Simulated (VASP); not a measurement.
# Te (P3_121) in VASP: settings compared

One crystal, Te, is run at these levels: r2SCAN+rVV10, PBE+D3(BJ); tasks: relaxation of shape and atoms at fixed volume, relaxation of cell and atoms.

Everything below comes from runs of VASP 6.6.1. Logs are shortened: lines on timing, memory, paths and dates and some standing lists are left out, and cuts for length are marked.

## Step 1: The structure

It takes space group P3_121 (No. 152, trigonal). Conventional cell: a = 4.454 Å, b = 4.454 Å, c = 5.924 Å, α = 90.00°, β = 90.00°, γ = 120.00°. Te (site symmetry 2) has 2 Te at 2.86 Å as nearest neighbours.

## Step 2: Relaxation of shape and atoms at fixed volume, r2SCAN+rVV10 (a relaxed cell with its volume scaled by 1.02)

The input, INCAR:

```
SYSTEM = Te
ALGO = Normal ; BPARAM = 11.95
CPARAM = 0.0093 ; EDIFF = 1E-7
EDIFFG = -0.01 ; ENCUT = 600
IBRION = 2 ; ISIF = 4
ISMEAR = 0 ; IVDW_NL = 2
LASPH = .True. ; LCHARG = .False.
LMIXTAU = .True. ; LREAL = .False.
LUSE_VDW = .True. ; LWAVE = .False.
METAGGA = R2SCAN ; NELM = 80
NSW = 40 ; PREC = Accurate
SIGMA = 0.03
```

The input, KPOINTS:

```
k-points
0
Gamma
  9 9 6
  0 0 0
```

The input, POSCAR:

```
Te                                      
1.0
    4.5006655519      0.0000000000      0.0000000000
   -2.2503327760      3.8976907020      0.0000000000
    0.0000000000      0.0000000000      5.9950527421
  Te            
     3
Direct
     0.2652273577470936    0.0000000000000000    0.3333333332999970
     0.0000000000000000    0.2652273577470936    0.6666666667000030
     0.7347726422529064    0.7347726422529064    0.0000000000000000
```

Potentials or basis: VASP PAW PBE potentials, release 64 (Te).

The run is started by

```
> cat potpaw_PBE.64/Te/POTCAR > POTCAR
> mpirun -np 1 vasp_std > vasp.out
```

OUTCAR:

```text
SYSTEM = Te
   BPARAM = 11.95
   EDIFF = 1E-7
   EDIFFG = -0.01
   ENCUT = 600
   IBRION = 2
   ISIF = 4
   ISMEAR = 0
   IVDW_NL = 2
   LASPH = .True.
   LREAL = .False.
   METAGGA = R2SCAN
   NELM = 80
   NSW = 40
   PREC = Accurate

 ion  position               nearest neighbor table
   1  0.265  0.000  0.333-   3 2.88   2 2.88   3 3.52   3 3.52   2 3.52   2 3.52
   2  0.000  0.265  0.667-   3 2.88   1 2.88   3 3.52   3 3.52   1 3.52   1 3.52
   3  0.735  0.735  0.000-   1 2.88   2 2.88   2 3.52   1 3.52   2 3.52   1 3.52

  LATTYP: Found a hexagonal cell.
 ALAT       =     4.5006655519
 C/A-ratio  =     1.3320369339

  Lattice vectors:

 A1 = (   4.5006655519,   0.0000000000,   0.0000000000)
 A2 = (  -2.2503327760,   3.8976907020,   0.0000000000)
 A3 = (   0.0000000000,   0.0000000000,   5.9950527421)

Analysis of symmetry for initial positions (statically):
=====================================================================
 Subroutine PRICEL returns:
 Original cell was already a primitive cell.

 Routine SETGRP: Setting up the symmetry group for a
 hexagonal supercell.

 Subroutine GETGRP returns: Found  6 space group operations
 (whereof  2 operations were pure point group operations)
 out of a pool of 24 trial point group operations.

The static configuration has the point symmetry C_2 .
 The point group associated with its full space group is D_3 .

Analysis of symmetry for dynamics (positions and initial velocities):
=====================================================================
 Subroutine PRICEL returns:
 Original cell was already a primitive cell.

 Routine SETGRP: Setting up the symmetry group for a
 hexagonal supercell.

 Subroutine GETGRP returns: Found  6 space group operations
 (whereof  2 operations were pure point group operations)
 out of a pool of 24 trial point group operations.

The dynamic configuration has the point symmetry C_2 .
 The point group associated with its full space group is D_3 .

 Subroutine INISYM returns: Found  6 space group operations
 (whereof  2 operations are pure point group operations),
 and found     1 'primitive' translations

----------------------------------------------------------------------------------------

                                     Primitive cell

  volume of cell :     105.1664

  direct lattice vectors                    reciprocal lattice vectors
     4.500665552  0.000000000  0.000000000     0.222189360  0.128281087  0.000000000
    -2.250332776  3.897690702  0.000000000     0.000000000  0.256562174  0.000000000
     0.000000000  0.000000000  5.995052742     0.000000000  0.000000000  0.166804204

  length of vectors
     4.500665552  4.500665552  5.995052742     0.256562174  0.256562174  0.166804204

  position of ions in fractional coordinates (direct lattice)
     0.265227358  0.000000000  0.333333333
     0.000000000  0.265227358  0.666666667
     0.734772642  0.734772642  0.000000000

  ion indices of the primitive-cell ions
   primitive index   ion index
                 1           1
                 2           2
                 3           3

----------------------------------------------------------------------------------------

 KPOINTS: k-points

Automatic generation of k-mesh.
 Grid dimensions read from file:
 generate k-points for:    9    9    6

 Generating k-lattice:

  Cartesian coordinates                     Fractional coordinates (reciprocal lattice)
     0.024687707  0.014253454  0.000000000     0.111111111  0.000000000  0.000000000
     0.000000000  0.028506908  0.000000000     0.000000000  0.111111111  0.000000000
     0.000000000  0.000000000  0.027800701     0.000000000  0.000000000  0.166666667

  Length of vectors
     0.028506908  0.028506908  0.027800701

  Shift w.r.t. Gamma in fractional coordinates (k-lattice)
     0.000000000  0.000000000  0.000000000

 Subroutine IBZKPT returns following result:
 ===========================================

 Found     62 irreducible k-points:

 Following reciprocal coordinates:
            Coordinates               Weight
  0.000000  0.000000  0.000000      1.000000
  0.111111 -0.000000  0.000000      6.000000
  0.222222  0.000000  0.000000      6.000000
  0.333333  0.000000  0.000000      6.000000
  0.444444  0.000000  0.000000      6.000000
  0.111111  0.111111  0.000000      6.000000
[... 16 lines left out ...]
  0.222222  0.111111  0.166667     12.000000
 -0.111111  0.333333  0.166667     12.000000
 [... further k-points ...]
   k-points           NKPTS =     62   k-points in BZ     NKDIM =     62   number of bands    NBANDS=     13
   number of dos      NEDOS =    301   number of ions     NIONS =      3
   total plane-waves  NPLWV =  62208
   dimension x,y,z NGX =    36 NGY =   36 NGZ =   48
   dimension x,y,z NGXF=    72 NGYF=   72 NGZF=   96
   ions per type =               3
   NGX,Y,Z   is equivalent  to a cutoff of  13.30, 13.30, 13.31 a.u.
   NGXF,Y,Z  is equivalent  to a cutoff of  26.60, 26.60, 26.62 a.u.
 SYSTEM =  Te
   PREC   = accura    normal or accurate (medium, high low for compatibility)
   ISTART =      0    job   : 0-new  1-cont  2-samecut
   ICHARG =      2    charge: 1-file 2-atom 10-const
   ISPIN  =      1    spin polarized calculation?
   LNONCOLLINEAR =      F non collinear calculations
   LSORBIT =      F    spin-orbit coupling
   LASPH  =      T    aspherical Exc in radial PAW
   ENCUT  =  600.0 eV  44.10 Ry    6.64 a.u.   8.99  8.99 11.97*2*pi/ulx,y,z
   NELM   =     80;   NELMIN=  2; NELMDL= -5     # of ELM steps
   EDIFF  = 0.1E-06   stopping-criterion for ELM
   LREAL  =      F    real-space projection
   EDIFFG = -.1E-01   stopping-criterion for IOM
   NSW    =     40    number of steps for IOM
   IBRION =      2    ionic relax: 0-MD 1-quasi-New 2-CG
   NFREE  =      1    steps in history (QN), initial steepest desc. (CG)
   ISIF   =      4    stress and relaxation
   ISYM   =      2    0-nonsym 1-usesym 2-fastsym
   POTIM  = 0.5000    time-step for ionic-motion
   TEBEG  =    0.0;   TEEND  =   0.0 temperature during run
   PSTRESS=    0.0 pullay stress
   NELECT =      18.0000    total number of electrons
   NUPDOWN=      -1.0000    fix difference up-down
   EMIN   =  10.00;   EMAX   =-10.00  energy-range for DOS
   EFERMI =   0.00;   METHOD = LEGACY
   ISMEAR =     0;   SIGMA  =   0.03  broadening in eV -4-tet -1-fermi 0-gaus
   EFERMI_NEDOS =   21; number of points for ismear=-14 and -15
   IALGO  =     38    algorithm
   IMIX   =      4    mixing-type and parameters
     AMIX     =   0.40;   BMIX     =  1.00
     AMIX_MAG =   1.60;   BMIX_MAG =  1.00
  volume/ion in A,a.u.               =      35.06       236.57
  Fermi-wavevector in a.u.,A,eV,Ry     =   0.908950  1.717666 11.240997  0.826190
  Thomas-Fermi vector in A             =   2.032937
   LORBIT       =      0    0 simple, 1 ext, 2 COOP (PROOUT), +10 PAW based schemes
   METAGGA = R2SCAN    functional components
   LHFCALC =     F    Hartree Fock is set to
   AEXX    =    0.0000 exact exchange contribution
   IVDW_NL    =     2    kernel type
   BPARAM     =11.9500
   IVDW    =     0    specifies the selected vdW correction
   LEPSILON=     F    determine dielectric tensor
   LRPA    =     F    only Hartree local field effects (RPA)
 conjugate gradient relaxation of ions
 non-spin polarized calculation
 Gauss-broadening in eV      SIGMA  =   0.03
  energy-cutoff  :      600.00
  volume of cell :      105.17
 maximum number of plane-waves:      3537
   NGX = 17   NGY = 17   NGZ = 23

--------------------------------------- Ionic step        1  -------------------------------------------

 number of electron      17.9999999 magnetization

 Free energy of the ion-electron system (eV)
  ---------------------------------------------------
  ext. energy  EPLUGINS =         0.00000000
  ---------------------------------------------------
  free energy    TOTEN  =       -75.73823350 eV

  energy without entropy =      -75.73823350  energy(sigma->0) =      -75.73823350

------------------------ aborting loop because EDIFF is reached ----------------------------------------

  FORCE on cell =-STRESS in cart. coord.  units (eV):
  Direction    XX          YY          ZZ          XY          YZ          ZX
  --------------------------------------------------------------------------------------
  -------------------------------------------------------------------------------------
  Total       -0.5157129     -0.5157129     -0.8139729      0.0000000      0.0000000      0.0000000
  in kB       -7.8567229     -7.8567229    -12.4006198      0.0000000      0.0000000      0.0000000
  external PRESSURE =      -9.3713552 kB  Pullay stress =       0.0000000 kB
[... 96 lines left out ...]
  energy  without entropy=      -75.7418986023  energy(sigma->0) =      -75.74189860

--------------------------------------- Ionic step        4  -------------------------------------------

 number of electron      17.9999999 magnetization

 Free energy of the ion-electron system (eV)
  ---------------------------------------------------
  ext. energy  EPLUGINS =         0.00000000
  ---------------------------------------------------
  free energy    TOTEN  =       -75.74197736 eV

  energy without entropy =      -75.74197736  energy(sigma->0) =      -75.74197736

 E-fermi :   5.5440     XC(G=0):  -9.3848

 val. band max:        5.3608329686   @ k =   0.3333   0.3333   0.5000
 cond. band min:       5.7480269683   @ k =   0.3333   0.3333   0.5000
 fundamental gap:      0.3871939996
 Fermi energy:         5.5439531446

 k-point     1 :       0.0000    0.0000    0.0000
  band No.  band energies     occupation
      1      -8.6322      2.00000
      2      -5.1803      2.00000
      3      -5.1803      2.00000
      4       2.1792      2.00000
      5       2.4831      2.00000
      6       2.4831      2.00000
      7       3.6819      2.00000
      8       3.6819      2.00000
      9       4.6000      2.00000
     10       6.5263      0.00000
     11       6.5263      0.00000
     12       7.1411      0.00000
     13      10.7132      0.00000
[... 353 lines left out ...]
 k-point    24 :      -0.1111    0.3333    0.1667
  band No.  band energies     occupation
      1      -8.0170      2.00000
      2      -6.0325      2.00000
      3      -4.5524      2.00000
      4       0.5332      2.00000
      5       1.0182      2.00000
      6       2.0200      2.00000
      7       3.4332      2.00000
      8       4.1554      2.00000
      9       4.7487      2.00000
     10       6.4266      0.00000
     11       7.0434      0.00000
     12       7.3994      0.00000
     13       9.5988      0.00000

 [... further k-points ...]

------------------------ aborting loop because EDIFF is reached ----------------------------------------

  FORCE on cell =-STRESS in cart. coord.  units (eV):
  Direction    XX          YY          ZZ          XY          YZ          ZX
  --------------------------------------------------------------------------------------
  -------------------------------------------------------------------------------------
  Total       -0.2452597     -0.2452597     -0.2243007      0.0000000     -0.0000000      0.0000000
  in kB       -3.7364548     -3.7364548     -3.4171508      0.0000000     -0.0000000      0.0000000
  external PRESSURE =      -3.6300201 kB  Pullay stress =       0.0000000 kB
[... 18 lines left out ...]
  FREE ENERGIE OF THE ION-ELECTRON SYSTEM (eV)
  ---------------------------------------------------
  free  energy   TOTEN  =       -75.7419773589 eV

  energy  without entropy=      -75.7419773589  energy(sigma->0) =      -75.74197736

 reached required accuracy - stopping structural energy minimisation
```

It took 14 min on 1 thread of AMD EPYC 9R45 (Zen 5), shared host; peak memory 0.5 GiB.

What came out:

```yaml
Free_energy: -75.7420 eV
Energy_gained_by_relaxing: 1.2 meV/atom
Ionic_steps: 4
Pressure_after_relaxing: -0.4 GPa
Largest_force_after_relaxing: 0.004 eV/Å
Band_gap_on_the_k_mesh: 0.39 eV, direct
```

Forces in eV/Å, atoms in the order of the input:
```
Te  -0.004  0.000  0.000
Te   0.002 -0.003  0.000
Te   0.002  0.003  0.000
```

The path:
```
step  energy change (eV)  largest force (eV/Å)  pressure (GPa)
   1              0.0000                0.1046           -0.94
   2             -0.0021                0.0716           -0.74
   3             -0.0037                0.0190           -0.45
   4             -0.0037                0.0037           -0.36
```

Final structure:
```
Te
1.0
     4.52144    0.00000    0.00000
    -2.26072    3.91568    0.00000
     0.00000    0.00000    5.94009
Te
3
Cartesian
  1.1847 0.0000 1.9800
  3.9291 1.0259 3.9601
  1.6684 2.8897 5.9401
```

Levels at points of the mesh, in eV from the valence-band top:
```csv
k point,band 6,band 7,band 8,band 9,band 10,band 11,band 12,band 13
"(0.00, 0.00, 0.00)",-2.88,-1.68,-1.68,-0.76,1.17,1.17,1.78,5.35
"(0.00, 0.00, 0.50)",-2.75,-1.39,-1.11,-1.11,0.66,0.78,0.78,4.52
```

Caveat: the PAW data sets were made with another functional, which shifts forces and pressure a little; spin-orbit coupling is left out, which moves the levels of the heavy elements; an odd mesh through Γ misses points on the zone boundary, where band edges often lie.

## Step 3: Relaxation of shape and atoms at fixed volume, r2SCAN+rVV10 (a relaxed cell with its volume scaled by 1.04)

INCAR is that of step 2.

KPOINTS is that of step 2.

The input, POSCAR:

```
Te                                      
1.0
    4.5298914718      0.0000000000      0.0000000000
   -2.2649457360      3.9230010911      0.0000000000
    0.0000000000      0.0000000000      6.0339827468
  Te            
     3
Direct
     0.2652273577470936    0.0000000000000000    0.3333333332999970
     0.0000000000000000    0.2652273577470936    0.6666666667000030
     0.7347726422529064    0.7347726422529064    0.0000000000000000
```

Potentials or basis: VASP PAW PBE potentials, release 64 (Te).

The run is started by

```
> cat potpaw_PBE.64/Te/POTCAR > POTCAR
> mpirun -np 1 vasp_std > vasp.out
```

Wall time 15 min (1 thread of AMD EPYC 9R45 (Zen 5), shared host); peak memory 0.5 GiB.

It converged, with:

* Free energy: -75.7355 eV
* Energy gained by relaxing: 4.9 meV/atom
* Ionic steps: 4
* Pressure after relaxing: -0.7 GPa
* Largest force after relaxing: 0.006 eV/Å
* Band gap on the k mesh: 0.46 eV, direct

Forces in eV/Å, atoms in the order of the input:
```
Te  -0.006  0.000  0.000
Te   0.003 -0.005  0.000
Te   0.003  0.005  0.000
```

Step by step:
```
step  energy change (eV)  largest force (eV/Å)  pressure (GPa)
   1              0.0000                0.2067           -1.79
   2             -0.0081                0.1466           -1.43
   3             -0.0146                0.0294           -0.78
   4             -0.0147                0.0062           -0.66
```

Final structure:
```yaml
crystal:
  lattice:
    - [4.57080, 0.00000, 0.00000]
    - [-2.28540, 3.95843, 0.00000]
    - [0.00000, 0.00000, 5.92645]
  atoms:
    - { symbol: Te, position: [0.25870, 0.00000, 0.33333] }
    - { symbol: Te, position: [0.00000, 0.25870, 0.66667] }
    - { symbol: Te, position: [0.74130, 0.74130, 0.00000] }
```

Levels at points of the mesh, in eV from the valence-band top:
```
           k point  band 5  band 6  band 7  band 8  band 9  band 10  band 11  band 12  band 13
(0.00, 0.00, 0.00)   -2.90   -2.90   -1.65   -1.65   -0.69     1.21     1.21     1.77     5.39
(0.00, 0.00, 0.50)   -2.74   -2.74   -1.36   -1.14   -1.14     0.73     0.83     0.83     4.64
```

Caveat: the PAW data sets were made with another functional, which shifts forces and pressure a little; spin-orbit coupling is left out, which moves the levels of the heavy elements; an odd mesh through Γ misses points on the zone boundary, where band edges often lie.

## Step 4: Relaxation of shape and atoms at fixed volume, r2SCAN+rVV10 (a relaxed cell with its volume scaled by 1.06)

INCAR is that of step 3.

KPOINTS is that of step 3.

The input, POSCAR:

```
Te                                      
1.0
    4.5587450617      0.0000000000      0.0000000000
   -2.2793725309      3.9479890329      0.0000000000
    0.0000000000      0.0000000000      6.0724167941
  Te            
     3
Direct
     0.2652273577470936    0.0000000000000000    0.3333333332999970
     0.0000000000000000    0.2652273577470936    0.6666666667000030
     0.7347726422529064    0.7347726422529064    0.0000000000000000
```

The run is started by

```
> cat potpaw_PBE.64/Te/POTCAR > POTCAR
> mpirun -np 1 vasp_std > vasp.out
```

It took 21 min on 1 thread of AMD EPYC 9R45 (Zen 5), shared host; peak memory 0.51 GiB.

The run converged. Its results:

* Free energy: -75.7255 eV
* Energy gained by relaxing: 10.9 meV/atom
* Ionic steps: 6
* Pressure after relaxing: -0.9 GPa
* Largest force after relaxing: 0.009 eV/Å
* Band gap on the k mesh: 0.53 eV, direct

Forces on the atoms (eV/Å):
```
Te  -0.009  0.000  0.000
Te   0.005 -0.008  0.000
Te   0.005  0.008  0.000
```

The path:
```
step  energy change (eV)  largest force (eV/Å)  pressure (GPa)
   1              0.0000                0.3009           -2.54
   2             -0.0173                0.2219           -2.05
   3             -0.0323                0.0463           -1.08
   4             -0.0326                0.0065           -0.88
   5             -0.0326                0.0140           -0.92
   6             -0.0327                0.0090           -0.92
```

Final structure:
```
Te
1.0
     4.61728    0.00000    0.00000
    -2.30864    3.99868    0.00000
     0.00000    0.00000    5.91943
Te
3
Direct
  0.25546 0.00000 0.33333
  0.00000 0.25546 0.66667
  0.74454 0.74454 0.00000
```

Levels at points of the mesh, in eV from the valence-band top:
| k point | band 5 | band 6 | band 7 | band 8 | band 9 | band 10 | band 11 | band 12 | band 13 |
| --- | --- | --- | --- | --- | --- | --- | --- | --- | --- |
| (0.00, 0.00, 0.00) | -2.91 | -2.91 | -1.62 | -1.62 | -0.62 | 1.25 | 1.25 | 1.78 | 5.43 |
| (0.00, 0.00, 0.50) | -2.71 | -2.71 | -1.31 | -1.14 | -1.14 | 0.80 | 0.88 | 0.88 | 4.74 |

Caveat: the PAW data sets were made with another functional, which shifts forces and pressure a little; spin-orbit coupling is left out, which moves the levels of the heavy elements; an odd mesh through Γ misses points on the zone boundary, where band edges often lie.

(Continued in part 2 of 2.)
